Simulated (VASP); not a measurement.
# ZnSiP2 (I-42d) in VASP: settings compared, part 2 of 2

VASP 6.6.1. Earlier steps stand in the parts before.

## 4. Single point, r2SCAN

Input file INCAR:

```
SYSTEM = ZnSiP2
PREC = Accurate
ENCUT = 520
EDIFF = 1E-7
ISMEAR = 0
SIGMA = 0.02
LREAL = .FALSE.
LASPH = .TRUE.
NELM = 100
ALGO = Normal
ISIF = 2
LWAVE = .FALSE.
LCHARG = .TRUE.
METAGGA = R2SCAN
LMIXTAU = .TRUE.
LELF = .TRUE.
LVHAR = .TRUE.
```

Input file KPOINTS:

```
Automatic mesh
0
G
  8 8 8
  0 0 0
```

Input file POSCAR:

```
ZnSiP2
1.0
   -2.6789500000      2.6789500000      5.2220000000
    2.6789500000     -2.6789500000      5.2220000000
    2.6789500000      2.6789500000     -5.2220000000
Zn Si P
2 2 4
Direct
    0.0000000000      1.0000000000      0.0000000000
    0.7500000000      0.2500000000      0.5000000000
    0.5000000000      0.5000000000      0.0000000000
    0.2500000000      0.7500000000      0.5000000000
    0.3750000000      0.3898500000      0.5148500000
    0.8750000000      0.8601500000      0.4851500000
    0.6101500000      0.1250000000      0.9851500000
    0.1398500000      0.6250000000      0.0148500000
```

Potentials or basis: VASP PAW PBE potentials, release 64 (Zn, Si, P).

Started as:

```console
$ cat potpaw_PBE.64/Zn/POTCAR potpaw_PBE.64/Si/POTCAR potpaw_PBE.64/P/POTCAR > POTCAR
$ mpirun -np 1 vasp_std > vasp.out
```

OUTCAR:

```text
SYSTEM = ZnSiP2
   PREC = Accurate
   ENCUT = 520
   EDIFF = 1E-7
   ISMEAR = 0
   LREAL = .FALSE.
   LASPH = .TRUE.
   NELM = 100
   ISIF = 2
   METAGGA = R2SCAN

 ion  position               nearest neighbor table
   1  0.000  0.000  0.000-   8 2.35   7 2.35   5 2.35   6 2.35
   2  0.750  0.250  0.500-   5 2.35   8 2.35   6 2.35   7 2.35
   3  0.500  0.500  0.000-   5 2.26   6 2.26   7 2.26   8 2.26
   4  0.250  0.750  0.500-   5 2.26   6 2.26   7 2.26   8 2.26
   5  0.375  0.390  0.515-   3 2.26   4 2.26   2 2.35   1 2.35
   6  0.875  0.860  0.485-   3 2.26   4 2.26   1 2.35   2 2.35
   7  0.610  0.125  0.985-   3 2.26   4 2.26   2 2.35   1 2.35
   8  0.140  0.625  0.015-   3 2.26   4 2.26   1 2.35   2 2.35

  LATTYP: Found a body centered tetragonal cell.
 ALAT       =     5.3579000000
 C/A-ratio  =     1.9492711697

  Lattice vectors:

 A1 = (  -2.6789500000,   2.6789500000,   5.2220000000)
 A2 = (   2.6789500000,  -2.6789500000,   5.2220000000)
 A3 = (   2.6789500000,   2.6789500000,  -5.2220000000)

Analysis of symmetry for initial positions (statically):
=====================================================================
 Subroutine PRICEL returns:
 Original cell was already a primitive cell.

 Routine SETGRP: Setting up the symmetry group for a
 body centered tetragonal supercell.

 Subroutine GETGRP returns: Found  8 space group operations
 (whereof  4 operations were pure point group operations)
 out of a pool of 16 trial point group operations.

The static configuration has the point symmetry S_4 .
 The point group associated with its full space group is D_2d.

Analysis of symmetry for dynamics (positions and initial velocities):
=====================================================================
 Subroutine PRICEL returns:
 Original cell was already a primitive cell.

 Routine SETGRP: Setting up the symmetry group for a
 body centered tetragonal supercell.

 Subroutine GETGRP returns: Found  8 space group operations
 (whereof  4 operations were pure point group operations)
[... 142 lines left out ...]
   AEXX    =    0.0000 exact exchange contribution
   IVDW    =     0    specifies the selected vdW correction
   LEPSILON=     F    determine dielectric tensor
   LRPA    =     F    only Hartree local field effects (RPA)
 non-spin polarized calculation
 Gauss-broadening in eV      SIGMA  =   0.02
  energy-cutoff  :      520.00
  volume of cell :      149.91
 maximum number of plane-waves:      4058
   NGX = 23   NGY = 23   NGZ = 23

 number of electron      52.0000023 magnetization

 Free energy of the ion-electron system (eV)
  ---------------------------------------------------
  ext. energy  EPLUGINS =         0.00000000
  ---------------------------------------------------
  free energy    TOTEN  =       -74.49524305 eV

  energy without entropy =      -74.49524305  energy(sigma->0) =      -74.49524305

 E-fermi :   4.6732     XC(G=0): -10.4067

 val. band max:        4.5813120109   @ k =   0.0000   0.0000   0.0000
 cond. band min:       6.1163071432   @ k =   0.0000   0.0000   0.0000
 fundamental gap:      1.5349951323
 Fermi energy:         4.6732205123

 k-point     1 :       0.0000    0.0000    0.0000
  band No.  band energies     occupation
      1      -9.1158      2.00000
      2      -6.0253      2.00000
      3      -6.0203      2.00000
      4      -6.0203      2.00000
      5      -4.3661      2.00000
      6      -2.4712      2.00000
[... 805 lines left out ...]
     30       8.6108      0.00000
     31       9.1167      0.00000

 [... further k-points ...]

------------------------ aborting loop because EDIFF is reached ----------------------------------------

  FORCE on cell =-STRESS in cart. coord.  units (eV):
  Direction    XX          YY          ZZ          XY          YZ          ZX
  --------------------------------------------------------------------------------------
  -------------------------------------------------------------------------------------
  Total        0.5315431      0.5315431      0.5455319      0.0000000      0.0000000      0.0000000
  in kB        5.6809767      5.6809767      5.8304847      0.0000000      0.0000000      0.0000000
  external PRESSURE =       5.7308127 kB  Pullay stress =       0.0000000 kB

 VOLUME and BASIS-vectors are now :
 -----------------------------------------------------------------------------
  energy-cutoff  :      520.00
  volume of cell :      149.91
      direct lattice vectors                 reciprocal lattice vectors
    -2.678950000  2.678950000  5.222000000     0.000000000  0.186640288  0.095748755
     2.678950000 -2.678950000  5.222000000     0.186640288  0.000000000  0.095748755
     2.678950000  2.678950000 -5.222000000     0.186640288  0.186640288  0.000000000

 POSITION                                       TOTAL-FORCE (eV/Angst)
 -----------------------------------------------------------------------------------
      0.00000      0.00000      0.00000         0.000000      0.000000      0.000000
      0.00000      2.67895      2.61100        -0.000000      0.000000     -0.000000
      0.00000      0.00000      5.22200        -0.000000      0.000000      0.000000
      2.67895      0.00000      2.61100         0.000000      0.000000      0.000000
      1.41904      1.33947      1.30550         0.155915      0.000000     -0.000000
      1.25991      1.33947      6.52750        -0.155915      0.000000      0.000000
      1.33947      3.93886     -1.30550         0.000000     -0.155915      0.000000
      1.33948     -1.25991      3.91650         0.000000      0.155915     -0.000000
 -----------------------------------------------------------------------------------
    total drift:                               -0.000304     -0.000304     -0.000573

  FREE ENERGIE OF THE ION-ELECTRON SYSTEM (eV)
  ---------------------------------------------------
  free  energy   TOTEN  =       -74.4952430523 eV

  energy  without entropy=      -74.4952430523  energy(sigma->0) =      -74.49524305
```

OSZICAR:

```text
N       E                     dE             d eps       ncg     rms          rms(c)
DAV:   1     0.293726297814E+03    0.29373E+03   -0.23699E+04  3658   0.178E+03
DAV:   2    -0.451828298060E+02   -0.33891E+03   -0.33020E+03  3770   0.378E+02
[... 15 lines left out ...]
DAV:  18    -0.744952302710E+02   -0.40808E-04   -0.31261E-05  4266   0.771E-02    0.734E-03
DAV:  19    -0.744952413099E+02   -0.11039E-04   -0.82481E-06  4134   0.284E-02    0.472E-03
DAV:  20    -0.744952433894E+02   -0.20796E-05   -0.21395E-06  4211   0.136E-02    0.288E-03
DAV:  21    -0.744952432646E+02    0.12485E-06   -0.16148E-07  2970   0.402E-03    0.203E-03
DAV:  22    -0.744952431500E+02    0.11454E-06   -0.39329E-08  2536   0.176E-03    0.935E-04
DAV:  23    -0.744952429705E+02    0.17954E-06   -0.10804E-07  2522   0.288E-03    0.889E-04
DAV:  24    -0.744952430523E+02   -0.81772E-07   -0.13676E-08  2291   0.950E-04
   1 F= -.74495243E+02 E0= -.74495243E+02  d E =-.148520E-13
```

stdout:

```text
POSCAR found type information on POSCAR ZnSiP
 POSCAR found :  3 types and       8 ions
 scaLAPACK will be used
 -----------------------------------------------------------------------------
|                                                                             |
|                                                                             |
|     You enforced a specific xc type in the INCAR file but a different       |
|     I HOPE YOU KNOW WHAT YOU ARE DOING!                                     |
|                                                                             |
 -----------------------------------------------------------------------------

 LDA part: xc-table for (None), standard interpolation
 POSCAR, INCAR and KPOINTS ok, starting setup
 FFT: planning ... GRIDC
 FFT: planning ... GRID_SOFT
 FFT: planning ... GRID
 WAVECAR not read
 entering main loop
```

Wall time 26 min (1 thread of Intel Xeon Platinum 8488C (Sapphire Rapids), shared host); peak memory 0.52 GiB.

What came out:

| Property | Result |
| --- | --- |
| Free energy | -74.4952 eV |
| Pressure | 0.6 GPa |
| Largest force | 0.156 eV/Å |
| Band gap on the k mesh | 1.54 eV, direct |

Forces on the atoms (eV/Å):
```
Zn   0.000  0.000  0.000
Zn   0.000  0.000  0.000
Si   0.000  0.000  0.000
Si   0.000  0.000  0.000
P    0.156  0.000  0.000
P   -0.156  0.000  0.000
P    0.000 -0.156  0.000
P    0.000  0.156  0.000
```

Caveat: the PAW data sets were made with another functional, which shifts forces and pressure a little.

## 5. Overview

```csv
level,potentials or basis,cutoff (eV),smearing,gap on the mesh (eV),pressure (GPa)
PBEsol,"VASP PAW PBE potentials, release 64 (Zn, Si, P)",520,gaussian 0.5 eV,1.16,0.0
PBEsol,"VASP PAW PBE potentials, release 64 (Zn, Si, P_h)",900,gaussian 0.02 eV,1.16,0.0
r2SCAN,"VASP PAW PBE potentials, release 64 (Zn, Si, P)",520,gaussian 0.02 eV,1.54,0.6
```

Alike in all rows: task single point; no spin polarisation; cell as given; k mesh 8 × 8 × 8.

Caveats: the PAW data sets were made with another functional, which shifts forces and pressure a little.

Absolute energies hang on the potentials; compare differences alone.
